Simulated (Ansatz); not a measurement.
# Straining TiO2 (P3_121): density functionals against G0W0, part 2 of 3

Wanted: gap changes of TiO2 (P3_121) under several strains (per length; ions relaxed at each).

Ansatz 0.2.0; a semilocal functional, HSE06 and G0W0, plane waves, PAW. Known limits of the many-body steps: not at the basis limit; coarse k mesh.

So far. Step 12 (Hydrostatic +2.0 %: G0W0): The gap on the mesh goes from 3.64 eV to 5.97 eV, a correction of +2.34 eV. Between the two edge states, bare exchange in place of the xc potential would open the gap by 13.37 eV, and correlation takes back 11.03 eV. Step 13 (Hydrostatic +2.0 %: HSE06): The gap stands +1.75 eV against LDA.

### 14. Uniaxial along z -1.5 %: relaxing the ions

This step: DFT, LDA, plane waves, PAW; PAW set soft_1.

The cell differs from the one that the last finished run ended in (a 5.397 → 5.291 Å, b 5.397 → 5.291 Å, c 6.256 → 6.041 Å).

input.yaml

```yaml
crystal:
  lattice:
    - [5.291, 0.0, 0.0]
    - [-2.6455, 4.5821404114, 0.0]
    - [0.0, 0.0, 6.041005]
  atoms:
    - { symbol: Ti, position: [0.4581547199, 0.0, 0.3333333333] }
    - { symbol: Ti, position: [0.0, 0.4581547199, 0.6666666667] }
    - { symbol: Ti, position: [0.5418452801, 0.5418452801, 0.0] }
    - { symbol: O, position: [0.411744694, 0.2881530826, 0.2239738742] }
    - { symbol: O, position: [0.7118469174, 0.1235916113, 0.5573072075] }
    - { symbol: O, position: [0.8764083887, 0.588255306, 0.8906405409] }
    - { symbol: O, position: [0.2881530826, 0.411744694, 0.7760261258] }
    - { symbol: O, position: [0.1235916113, 0.7118469174, 0.4426927925] }
    - { symbol: O, position: [0.588255306, 0.8764083887, 0.1093594591] }
kpoints:
  mp_grid: { grid: [6, 6, 4] }
hamiltonian:
  xc: lda
  pseudopotentials: { kind: paw, azcp: { folder: soft_1 }, xc_functional: pbe }
scf:
  occupations: { method: fermi_dirac, width: 0.02 }
relax:
  f_tol: 0.01
```

The run is started by

```sh
$ ansatz run input.yaml --threads 3 --pin off --max-ram 92160MiB --backend cuda --events-out ev --progress --plain --runs-dir out --devices 1 --max-vram 13GiB
```

It took 7.5 s on 1 × NVIDIA H100 80GB HBM3 (shared by 6 runs) with 3 threads of AMD EPYC 7R13 (Zen 3), shared host; peak memory 0.96 GiB.

Relaxation path:

```tsv
step	energy less that of the first step (eV)	largest force component (eV/Å)
1	0.0000	0.1891
2	-0.0130	0.1184
3	-0.0187	0.0114
4	-0.0189	0.0027
```

The run keeps the 6 symmetry operations that it works with, so distortions that break them were not tested.

The atoms that moved most (Å):

```tsv
atom	dx	dy	dz	length
O6	0.023	0.004	0.023	0.032
O9	-0.008	0.022	-0.023	0.032
O5	-0.008	-0.022	0.023	0.032
O8	-0.015	-0.018	-0.023	0.032
O4	-0.015	0.018	0.023	0.032
O7	0.023	-0.004	-0.023	0.032
Ti3	0.008	0.014	0.000	0.016
Ti2	0.008	-0.014	0.000	0.016
```

### 15. Uniaxial along z -1.5 %: LDA

input.yaml

```yaml
crystal:
  lattice:
    - [5.291, 0.0, 0.0]
    - [-2.6455, 4.5821404114, 0.0]
    - [0.0, 0.0, 6.041005]
  atoms:
    - { symbol: Ti, position: [0.4551051649, 0.0, 0.3333333333] }
    - { symbol: Ti, position: [0.0, 0.4551051649, 0.6666666667] }
    - { symbol: Ti, position: [0.5448948351, 0.5448948351, 0.0] }
    - { symbol: O, position: [0.4109196969, 0.2920784421, 0.2277079581] }
    - { symbol: O, position: [0.7079215579, 0.1188412548, 0.5610412915] }
    - { symbol: O, position: [0.8811587452, 0.5890803031, 0.8943746248] }
    - { symbol: O, position: [0.2920784421, 0.4109196969, 0.7722920419] }
    - { symbol: O, position: [0.1188412548, 0.7079215579, 0.4389587085] }
    - { symbol: O, position: [0.5890803031, 0.8811587452, 0.1056253752] }
kpoints:
  mp_grid: { grid: [6, 6, 4] }
  band_path:
    path:
      - [0.0, 0.0, 0.0]
      - [0.5, 0.0, 0.0]
      - [0.33333333, 0.33333333, 0.0]
      - [0.0, 0.0, 0.5]
      - [0.5, 0.0, 0.5]
      - [0.33333333, 0.33333333, 0.5]
    npoints: 1
hamiltonian:
  xc: lda
  pseudopotentials: { kind: paw, azcp: { folder: soft_1 }, xc_functional: pbe }
scf:
  occupations: { method: fermi_dirac, width: 0.02 }
  n_extra_bands: 7
output:
  eigenvalues: true
  forces: true
  stress: true
```

Elapsed: 12 s, on 1 × NVIDIA H100 80GB HBM3 (shared by 6 runs) with 3 threads; peak memory 0.92 GiB; 6.3 s of CPU time.

Numbers from this step:

| Item | Value |
| --- | --- |
| pressure | 0.1607 GPa |
| gap | 3.658 eV |
| valence top at | M |
| conduction bottom at | A |
| least direct gap | 3.734 eV |

The gap is indirect, with the least direct gap 0.08 eV higher.

### 16. Uniaxial along z -1.5 %: G0W0

This step: G0W0 on LDA, plane waves, PAW; PAW set soft_1.

input.yaml, the sections that differ from step 15:

```yaml
kpoints:
  mp_grid: { grid: [6, 6, 2] }
scf:
  occupations: { method: fixed }
gw:
  n_empty_bands: 559
  ecut_chi: 140
  qp_bands: [v3, c3]
  qp_kpoints: band_edges
  screening: { model: contour_deformation }
# crystal, hamiltonian: as in step 15
# output: removed
```

It took 98 s on 1 × NVIDIA H100 80GB HBM3 (shared by 6 runs) with 3 threads; peak memory 2.2 GiB.

This step gave:

- bands summed: 595
- RPA ε∞ on this mesh (eigenvalues): 3.731, 3.731, 4.092
- plane waves in the screening matrix: 539
- G0W0 gap on the mesh: 5.967 eV
- k of the valence top: 0, -0.5, 0
- k of the conduction bottom: 0, 0, -0.5
- starting gap on the mesh: 3.658 eV
- least direct G0W0 gap on the computed points: 6.059 eV

The gap on the mesh goes from 3.66 eV to 5.97 eV, a correction of +2.31 eV. Between the two edge states, bare exchange in place of the xc potential would open the gap by 13.38 eV, and correlation takes back 11.07 eV.

### 17. Uniaxial along z -1.5 %: HSE06

This step: DFT, HSE06, plane waves, PAW; PAW set soft_1.

Changes to input.yaml since step 16:

```diff
@@ -17,12 +17,22 @@
   mp_grid: { grid: [6, 6, 2] }
+  band_path:
+    path:
+      - [0.0, 0.0, 0.0]
+      - [0.5, 0.0, 0.0]
+      - [0.33333333, 0.33333333, 0.0]
+      - [0.0, 0.0, 0.5]
+      - [0.5, 0.0, 0.5]
+      - [0.33333333, 0.33333333, 0.5]
+    npoints: 1
 hamiltonian:
-  xc: lda
-  pseudopotentials: { kind: paw, azcp: { folder: soft_1 }, xc_functional: pbe }
+  xc: hse06
+  pseudopotentials: { kind: paw, azcp: { folder: soft_1 } }
 scf:
   occupations: { method: fixed }
-gw:
-  n_empty_bands: 559
-  ecut_chi: 140
-  qp_bands: [v3, c3]
-  qp_kpoints: band_edges
-  screening: { model: contour_deformation }
+  n_extra_bands: 7
+output:
+  eigenvalues: true
+  write_density: true
+  write_potential: true
+  elf: true
+  volumetric_format: npy
```

Elapsed: 34 s, on 1 × NVIDIA H100 80GB HBM3 (shared by 6 runs) with 3 threads; peak memory 1.6 GiB.

This step gave:

| Quantity | Value |
| --- | --- |
| gap | 5.422 eV |
| valence top at | M |
| conduction bottom at | A |
| least direct gap | 5.490 eV |

The gap stands +1.76 eV against LDA.

### 18. Biaxial in xy -3.0 %: relaxing the ions

This step: DFT, LDA, plane waves, PAW; PAW set soft_1.

The cell differs from the one that the last finished run ended in (a 5.291 → 5.132 Å, b 5.291 → 5.132 Å, c 6.041 → 6.133 Å).

input.yaml

```yaml
crystal:
  lattice:
    - [5.13227, 0.0, 0.0]
    - [-2.566135, 4.4446761991, 0.0]
    - [0.0, 0.0, 6.133]
  atoms:
    - { symbol: Ti, position: [0.4581547199, 0.0, 0.3333333333] }
    - { symbol: Ti, position: [0.0, 0.4581547199, 0.6666666667] }
    - { symbol: Ti, position: [0.5418452801, 0.5418452801, 0.0] }
    - { symbol: O, position: [0.411744694, 0.2881530826, 0.2239738742] }
    - { symbol: O, position: [0.7118469174, 0.1235916113, 0.5573072075] }
    - { symbol: O, position: [0.8764083887, 0.588255306, 0.8906405409] }
    - { symbol: O, position: [0.2881530826, 0.411744694, 0.7760261258] }
    - { symbol: O, position: [0.1235916113, 0.7118469174, 0.4426927925] }
    - { symbol: O, position: [0.588255306, 0.8764083887, 0.1093594591] }
kpoints:
  mp_grid: { grid: [6, 6, 4] }
hamiltonian:
  xc: lda
  pseudopotentials: { kind: paw, azcp: { folder: soft_1 }, xc_functional: pbe }
scf:
  occupations: { method: fermi_dirac, width: 0.02 }
relax:
  f_tol: 0.01
output:
  write_density: true
  write_potential: true
  elf: true
  volumetric_format: npy
```

Elapsed: 9.5 s, on 1 × NVIDIA H100 80GB HBM3 (shared by 6 runs) with 3 threads; peak memory 0.98 GiB.

Relaxation path:

```tsv
step	energy less that of the first step (eV)	largest force component (eV/Å)
1	0.0000	0.8433
2	-0.1648	0.4861
3	-0.2369	0.0848
4	-0.2391	0.0311
5	-0.2392	0.0011
```

Forces are held to the 6 operations that the run works with; a distortion that breaks them can't arise in this run.

The atoms that moved most (Å):

```tsv
atom	dx	dy	dz	length
O7	0.086	-0.030	-0.054	0.105
O6	0.086	0.030	0.054	0.105
O9	-0.017	0.089	-0.054	0.105
O5	-0.017	-0.089	0.054	0.105
O8	-0.069	-0.059	-0.054	0.105
O4	-0.069	0.059	0.054	0.105
Ti1	-0.033	0.000	0.000	0.033
Ti3	0.017	0.029	0.000	0.033
```

### 19. Biaxial in xy -3.0 %: LDA

input.yaml

```yaml
crystal:
  lattice:
    - [5.13227, 0.0, 0.0]
    - [-2.566135, 4.4446761991, 0.0]
    - [0.0, 0.0, 6.133]
  atoms:
    - { symbol: Ti, position: [0.4516821313, 0.0, 0.3333333333] }
    - { symbol: Ti, position: [0.0, 0.4516821313, 0.6666666667] }
    - { symbol: Ti, position: [0.5483178687, 0.5483178687, 0.0] }
    - { symbol: O, position: [0.4050542126, 0.3014738483, 0.2327810549] }
    - { symbol: O, position: [0.6985261517, 0.1035803643, 0.5661143882] }
    - { symbol: O, position: [0.8964196357, 0.5949457874, 0.8994477215] }
    - { symbol: O, position: [0.3014738483, 0.4050542126, 0.7672189451] }
    - { symbol: O, position: [0.1035803643, 0.6985261517, 0.4338856118] }
    - { symbol: O, position: [0.5949457874, 0.8964196357, 0.1005522785] }
kpoints:
  mp_grid: { grid: [6, 6, 4] }
  band_path:
    path:
      - [0.0, 0.0, 0.0]
      - [0.5, 0.0, 0.0]
      - [0.33333333, 0.33333333, 0.0]
      - [0.0, 0.0, 0.5]
      - [0.5, 0.0, 0.5]
      - [0.33333333, 0.33333333, 0.5]
    npoints: 1
hamiltonian:
  xc: lda
  pseudopotentials: { kind: paw, azcp: { folder: soft_1 }, xc_functional: pbe }
scf:
  occupations: { method: fermi_dirac, width: 0.02 }
  n_extra_bands: 7
output:
  eigenvalues: true
  forces: true
  stress: true
  write_density: true
  write_potential: true
  elf: true
  volumetric_format: npy
```

Run time: 6.9 s. Hardware: 1 × NVIDIA H100 80GB HBM3 (shared by 6 runs) with 3 threads; peak memory 0.93 GiB.

Numbers from this step:

```
pressure             : 0.4113 GPa
gap                  : 3.623 eV
valence top at       : M
conduction bottom at : A
least direct gap     : 3.780 eV
```

The gap is indirect, with the least direct gap 0.16 eV higher.

### 20. Biaxial in xy -3.0 %: G0W0

This step: G0W0 on LDA, plane waves, PAW; PAW set soft_1.

input.yaml, the sections that differ from step 19:

```yaml
kpoints:
  mp_grid: { grid: [6, 6, 2] }
scf:
  occupations: { method: fixed }
gw:
  n_empty_bands: 559
  ecut_chi: 140
  qp_bands: [v3, c3]
  qp_kpoints: band_edges
  screening: { model: contour_deformation }
# crystal, hamiltonian: as in step 19
# output: removed
```

Run time: 79 s. Hardware: 1 × NVIDIA H100 80GB HBM3 (shared by 6 runs) with 3 threads; peak memory 2.1 GiB; 2 min of CPU time.

Numbers from this step:

```
bands summed                                 : 595
RPA ε∞ on this mesh (eigenvalues)            : 3.773, 3.773, 4.328
plane waves in the screening matrix          : 527
G0W0 gap on the mesh                         : 5.898 eV
k of the valence top                         : 0, -0.5, 0
k of the conduction bottom                   : 0, 0, -0.5
starting gap on the mesh                     : 3.622 eV
least direct G0W0 gap on the computed points : 6.053 eV
```

The gap on the mesh goes from 3.62 eV to 5.90 eV, a correction of +2.28 eV. Between the two edge states, bare exchange in place of the xc potential would open the gap by 13.37 eV, and correlation takes back 11.10 eV.

### 21. Biaxial in xy -3.0 %: HSE06

This step: DFT, HSE06, plane waves, PAW; PAW set soft_1.

Changes to input.yaml since step 20:

```diff
@@ -17,12 +17,22 @@
   mp_grid: { grid: [6, 6, 2] }
+  band_path:
+    path:
+      - [0.0, 0.0, 0.0]
+      - [0.5, 0.0, 0.0]
+      - [0.33333333, 0.33333333, 0.0]
+      - [0.0, 0.0, 0.5]
+      - [0.5, 0.0, 0.5]
+      - [0.33333333, 0.33333333, 0.5]
+    npoints: 1
 hamiltonian:
-  xc: lda
-  pseudopotentials: { kind: paw, azcp: { folder: soft_1 }, xc_functional: pbe }
+  xc: hse06
+  pseudopotentials: { kind: paw, azcp: { folder: soft_1 } }
 scf:
   occupations: { method: fixed }
-gw:
-  n_empty_bands: 559
-  ecut_chi: 140
-  qp_bands: [v3, c3]
-  qp_kpoints: band_edges
-  screening: { model: contour_deformation }
+  n_extra_bands: 7
+output:
+  eigenvalues: true
+  write_density: true
+  write_potential: true
+  elf: true
+  volumetric_format: npy
```

Run time: 35 s. Hardware: 1 × NVIDIA H100 80GB HBM3 (shared by 6 runs) with 3 threads; peak memory 1.6 GiB.

This step gave:

```
gap                  : 5.388 eV
valence top at       : M
conduction bottom at : A
least direct gap     : 5.553 eV
```

The gap stands +1.77 eV against LDA.

### 22. Uniaxial along x +1.5 %: relaxing the ions

This step: DFT, LDA, plane waves, PAW; PAW set soft_1.

The cell differs from the one that the last finished run ended in (a 5.132 → 5.370 Å, b 5.132 → 5.311 Å, γ 120.0 → 120.4°).

input.yaml

```yaml
crystal:
  lattice:
    - [5.370365, 0.0, 0.0]
    - [-2.6851825, 4.5821404114, 0.0]
    - [0.0, 0.0, 6.133]
  atoms:
    - { symbol: Ti, position: [0.4581547199, 0.0, 0.3333333333] }
    - { symbol: Ti, position: [0.0, 0.4581547199, 0.6666666667] }
    - { symbol: Ti, position: [0.5418452801, 0.5418452801, 0.0] }
    - { symbol: O, position: [0.411744694, 0.2881530826, 0.2239738742] }
    - { symbol: O, position: [0.7118469174, 0.1235916113, 0.5573072075] }
    - { symbol: O, position: [0.8764083887, 0.588255306, 0.8906405409] }
    - { symbol: O, position: [0.2881530826, 0.411744694, 0.7760261258] }
    - { symbol: O, position: [0.1235916113, 0.7118469174, 0.4426927925] }
    - { symbol: O, position: [0.588255306, 0.8764083887, 0.1093594591] }
kpoints:
  mp_grid: { grid: [6, 6, 4] }
hamiltonian:
  xc: lda
  pseudopotentials: { kind: paw, azcp: { folder: soft_1 }, xc_functional: pbe }
scf:
  occupations: { method: fermi_dirac, width: 0.02 }
relax:
  f_tol: 0.01
```

The job ended after 17 s (1 × NVIDIA H100 80GB HBM3 (shared by 6 runs) with 3 threads; peak memory 0.96 GiB; 20 s of CPU time).

Relaxation path:

```tsv
step	energy less that of the first step (eV)	largest force component (eV/Å)
1	0.0000	0.3551
2	-0.0136	0.1528
3	-0.0191	0.0156
4	-0.0192	0.0103
5	-0.0192	0.0007
```

The run keeps the 2 symmetry operations that it works with, so distortions that break them were not tested.

The atoms that moved most (Å):

```tsv
atom	dx	dy	dz	length
O7	-0.044	-0.003	0.037	0.058
O6	-0.044	0.003	-0.037	0.058
O4	0.034	-0.002	-0.004	0.035
O8	0.034	0.002	0.004	0.035
Ti1	0.019	0.000	0.000	0.019
O5	0.007	0.006	-0.005	0.011
O9	0.007	-0.006	0.005	0.011
Ti3	-0.007	-0.003	-0.004	0.009
```

[end of part 2 of 3]

[Paths, hosts, dates, memory and timing lines, banners, echoed tables and standing remarks are left out of the program output.]

[Logs are printed without paths, hosts, clocks, repeated set-up lines and the standing remarks that a program may print on its own settings, such as how far it seeks lower states.]

[Runs of the session that timed out or met a known fault of the program may be left out.]

[Cells called generated may have been cut or substituted from an entry of the Crystallography Open Database or the Materials Project.]

[Hosts, paths, dates, database ids (printed as entryN), source tags and the programs' standing remarks are cut or masked in the printed files.]
